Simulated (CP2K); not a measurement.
Runs of CP2K 2026.2 on Tc. Symmetry: P6_3/mmc, No. 194, hexagonal system. The conventional cell has a = 2.740 Å, b = 2.740 Å, c = 4.398 Å, α = 90.00°, β = 90.00°, γ = 120.00°. Tc (site symmetry -6m2) has 12 Tc at 2.71 to 2.74 Å as nearest neighbours. 

```csv
level,cutoff of the non-local correlation (Ry),gap on the mesh (eV),pressure (GPa)
MS2,-,none,0.4
BEEF-vdW,300,none,9.1
LDA,-,none,(a)
optB88-vdW,300,none,7.4
AM05,-,none,(b)
```

Alike in all rows: task band structure; potentials or basis POTENTIAL_UZH Tc GTH-PBE-q15; TZVP-MOLOPT-PBE-GTH basis; no spin polarisation; cell as given; k mesh 11 × 11 × 6; smearing fermi-dirac 0.05 eV.

Question: Estimate the missing entries.

Answer: (a) -6.9; (b) -3.7.

Caveats: the potentials were made for another functional, which shifts forces and pressure; the basis of atomic orbitals isn't converged, which shifts pressures, moduli and gaps.

A k mesh can miss the band edges, and the runs leave out spin-orbit coupling on Tc.

A gap of «none» marks a metal or a gap under the smearing width.

Runs at the PBE level aren't shown here.
